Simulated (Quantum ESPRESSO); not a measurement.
# Moving the dispersion correction in Hf

The cell as given:

```cif
data_structure
_symmetry_space_group_name_H-M 'P 1'
_symmetry_Int_Tables_number 1
_cell_length_a 3.1396
_cell_length_b 3.1396
_cell_length_c 3.1396
_cell_angle_alpha 60.000
_cell_angle_beta 60.000
_cell_angle_gamma 60.000
_cell_volume 21.88
loop_
_atom_site_label
_atom_site_type_symbol
_atom_site_fract_x
_atom_site_fract_y
_atom_site_fract_z
_atom_site_occupancy
Hf1 Hf 0.00000 0.00000 0.00000 1
```

This isn't the form of Hf at room conditions, which is hcp.

Kept alike: task relaxation of cell and atoms; functional PBEsol; k mesh 10 × 10 × 10; occupations fermi-dirac, width 0.05 eV; no spin polarisation. Program: Quantum ESPRESSO, GBRV 1.5 PBEsol, cutoff 612 eV. The mesh is that of the run's cell of 1 atom. No spin-orbit coupling.

| dispersion correction | volume (Å³/atom) |
| --- | --- |
| D3(zero) | 21.023 |
| D3(BJ) | 20.910 |
| none | 21.547 |
| rVV10 | 20.980 |

The relaxations keep at least the cell's symmetry (Fm-3m). For a metal such a mesh leaves the last digits unconverged. Relaxations stop with a little pressure left, so the last digits of a volume or edge aren't settled. Runs of this series that gave no sound value for these columns are left out.

Task: What does the dispersion correction change here?

Result: The volume runs from 20.910 (D3(BJ)) to 21.547 Å³/atom (none). Against no correction: D3(zero) -2.4 %; D3(BJ) -3.0 %; rVV10 -2.6 %. Dispersion terms mostly attract and so lower the volume; the schemes' coefficients and damping set how far.
